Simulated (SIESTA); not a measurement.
Crystal: As.

```
As
1.0
     1.88080    1.08588    3.51406
    -1.88080    1.08588    3.51406
     0.00000   -2.17176    3.51406
As
2
Direct
  0.22600 0.22600 0.22600
  0.77400 0.77400 0.77400
```

```yaml
Program: SIESTA 5.4.2
Task: relaxation of cell and atoms
Functional: PBE
Potentials_or_basis: PseudoDojo 0.4 standard (PBE files)
Basis: DZP (energy shift 0.003 Ry; two zetas on semicore shells)
Grid_cutoff: 500 Ry
Energy_shift: 0.003 Ry
k_mesh: 6 × 6 × 6
Occupations: fermi-dirac, width 0.05 eV
Spin: no spin polarisation
```

At the start: pressure 5.8 GPa; volume 21.53 Å³/atom.

Question: How do energy, volume and symmetry change on relaxing?

Answer: Over 10 steps the energy falls by 35.0 meV/atom and the volume is 22.55 Å³/atom (+4.8 %); space group R-3m (No. 166, to 0.05 Å).

The path:
| step | energy change (eV) | largest force (eV/Å) | pressure (GPa) | volume (Å³) |
| --- | --- | --- | --- | --- |
| 1 | 0.0000 | 0.7746 | 5.82 | 43.06 |
| 2 | -0.0344 | 0.0875 | 3.90 | 43.23 |
| 3 | -0.0385 | 0.0013 | 3.48 | 43.36 |
| 4 | -0.0624 | 0.2713 | -0.95 | 45.62 |
| 5 | -0.0585 | 0.2366 | 1.94 | 44.52 |
| 6 | -0.0598 | 0.2734 | 1.69 | 44.72 |
| 7 | -0.0686 | 0.0910 | 0.02 | 45.43 |
| 8 | -0.0690 | 0.0354 | -0.49 | 45.56 |
| 9 | -0.0699 | 0.0005 | -0.09 | 45.12 |
| 10 | -0.0700 | 0.0001 | -0.06 | 45.11 |

Final structure:
```cif
data_structure
_symmetry_space_group_name_H-M 'P 1'
_symmetry_Int_Tables_number 1
_cell_length_a 4.1296
_cell_length_b 4.1296
_cell_length_c 4.1296
_cell_angle_alpha 55.937
_cell_angle_beta 55.937
_cell_angle_gamma 55.937
_cell_volume 45.11
loop_
_atom_site_label
_atom_site_type_symbol
_atom_site_fract_x
_atom_site_fract_y
_atom_site_fract_z
_atom_site_occupancy
As1 As 0.22894 0.22894 0.22894 1
As2 As 0.77106 0.77106 0.77106 1
```

Caveat: the basis of atomic orbitals isn't converged, which shifts pressures, moduli and gaps.
